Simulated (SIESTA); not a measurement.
The system is CdSe (Cadmoselite).

```
Cd Se
1.0
     4.30000    0.00000    0.00000
    -2.15000    3.72391    0.00000
     0.00000    0.00000    7.02000
Cd Se
2 2
Cartesian
  2.1500 1.2413 3.5100
  0.0000 2.4826 0.0000
  2.1500 1.2413 6.2127
  0.0000 2.4826 2.7027
```

Base run:

* Program: SIESTA 5.4.2
* Functional: PBE
* Potentials or basis: PseudoDojo 0.4 standard (PBE files, fully relativistic)
* Basis: TZP (energy shift 0.003 Ry; two zetas on semicore shells)
* Grid cutoff: 800 Ry
* Energy shift: 0.003 Ry
* k mesh: 5 × 5 × 3
* Occupations: fermi-dirac, width 0.05 eV
* Spin: non-collinear spin, zero start, spin-orbit coupling
* Starting moments: [[0.0, 0.0, 0.0], [0.0, 0.0, 0.0], [0.0, 0.0, 0.0], [0.0, 0.0, 0.0]] μB

Its results: band gap on the k mesh 0.74 eV, direct; pressure 3.4 GPa; net moment 0.00 μB per cell; largest force 0.326 eV/Å.

**Question.** The run is repeated on the same cell with these changes: basis from TZP (energy shift 0.003 Ry; two zetas on semicore shells) to DZP (energy shift 0.003 Ry; two zetas on semicore shells). What comes out?

**Answer.** Band gap on the k mesh 0.80 eV, direct; pressure 3.2 GPa; net moment 0.00 μB per cell; largest force 0.325 eV/Å.

Caveats: the basis of atomic orbitals isn't converged, which shifts pressures, moduli and gaps.
